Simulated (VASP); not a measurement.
Here is a VASP 6.6.1 calculation.

INCAR

```
PREC = Accurate
ENCUT = 450
EDIFF = 1E-6
ISMEAR = 0
SIGMA = 0.02
LREAL = F
LASPH = T
NELM = 80
ALGO = Fast
ISIF = 2
LWAVE = F
LCHARG = F
GGA = PE
```

KPOINTS

```
Automatic mesh
0
Gamma
  4 4 4
```

POSCAR

```
As
1.0
    1.8807968987      1.0858785957      3.5140619945
   -1.8807968987      1.0858785957      3.5140619945
    0.0000000000     -2.1717571915      3.5140619945
As
2
Direct
    0.2260000000      0.2260000000      0.2260000000
    0.7740000000      0.7740000000      0.7740000000
```

Potentials or basis: VASP PAW PBE potentials, release 64 (As_GW).

Launch:

```bash
$ cat potpaw_PBE.64/As_GW/POTCAR > POTCAR
$ mpirun -np 1 vasp_std > vasp.out
```

Task: Estimate the band gap on the k mesh.

Result: 0.07 eV, direct.

Task: What does it give for the pressure?

Result: 4.0 GPa.

Task: Estimate the largest force.

Result: 0.152 eV/Å.

Forces on the atoms (eV/Å):
```
As   0.000  0.000  0.152
As   0.000  0.000 -0.152
```

Caveat: the k mesh is coarse (spacing up to 0.50 Å⁻¹), so the values aren't converged. A k mesh can miss the band edges.
